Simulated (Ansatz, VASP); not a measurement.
# Two plane-wave programs on AlN

INCAR

```
ALGO     = Normal         # electronic algorithm
EDIFF    = 1E-6           # SCF threshold, eV
ENCUT    = 520            # plane-wave cutoff, eV
GGA      = PE             # functional
ISIF     = 2              # what is computed and relaxed
ISMEAR   = 0              # smearing method
LASPH    = True           # aspherical terms in the spheres
LCHARG   = False          # write CHGCAR
LREAL    = False          # projectors in reciprocal space
LWAVE    = False          # write WAVECAR
NBANDS   = 16             # bands
NELM     = 100            # most SCF steps
PREC     = Accurate       # precision mode
SIGMA    = 0.05           # smearing width, eV
```

KPOINTS

```
k-points
0
Gamma
  9 9 6
```

File POSCAR:

```
AlN
1.0
    3.3134793407      0.0000000000      0.0000000000
   -1.6567396703      2.8695572839      0.0000000000
    0.0000000000      0.0000000000      4.1875902417
Al N
2 2
Direct
    0.3357213505      0.6714427011      0.7881825525
    0.6690546839      0.3381093678      0.2881825525
    0.3287333206      0.6574666412      0.1764493462
    0.6620666539      0.3241333079      0.6764493462
```

Input for Ansatz:

```yaml
crystal:
  lattice:
    - [3.3134793407, 0.0, 0.0]
    - [-1.6567396703, 2.8695572839, 0.0]
    - [0.0, 0.0, 4.1875902417]
  atoms:
    - { symbol: Al, position: [0.3357213505, 0.6714427011, 0.7881825525] }
    - { symbol: Al, position: [0.6690546839, 0.3381093678, 0.2881825525] }
    - { symbol: "N", position: [0.3287333206, 0.6574666412, 0.1764493462] }
    - { symbol: "N", position: [0.6620666539, 0.3241333079, 0.6764493462] }
basis:
  ecutwfc: 520.0
kpoints:
  mp_grid: { grid: [9, 9, 6] }
hamiltonian:
  xc: pbe
  pseudopotentials: { kind: paw, azcp: { folder: soft_1 } }
scf:
  occupations: { method: gaussian, width: 0.05 }
output:
  forces: true
  stress: true
  eigenvalues: true
```

Change from the starting cell: mode 4 frozen in at -0.308 Å and mode 10 at -0.026 Å (largest displacements).

Alike in both runs: task single point; functional PBE; k mesh 9 × 9 × 6; occupations gaussian, width 0.05 eV; no spin polarisation.

|  | VASP | Ansatz |
| --- | --- | --- |
| version | VASP 6.6.1 | Ansatz 0.2.0 |
| potentials or method | VASP PAW PBE potentials, release 64 (Al, N) | scalar-relativistic, plane waves, PAW |
| plane-wave cutoff (eV) | 520 | 520 |
| valence electrons in the cell | 16 | 16 |

Ansatz gave:

```
gap on the k mesh at the Fermi level (eV)       : 4.02
least direct gap on the mesh (eV)               : 4.02
pressure (GPa)                                  : 26.1
largest component of the traceless stress (GPa) : 72.77
rms of the force components (eV/Å)              : 3.733
```

Which values does VASP return?

gap on the k mesh at the Fermi level (eV): 4.02; least direct gap on the mesh (eV): 4.02; pressure (GPa): 26.1; largest component of the traceless stress (GPa): 73.16; rms of the force components (eV/Å): 3.749.

Atom by atom the forces differ by 0.016 eV/Å (rms over components).

Caveats: so large a pressure means that the cell lies far from this level's equilibrium, or that cutoff or potentials fall short (VASP); an odd mesh through Γ misses points on the zone boundary, where band edges often lie; forces of over 1 eV/Å show positions far from the minimum, so gaps and moduli don't describe the material at rest.
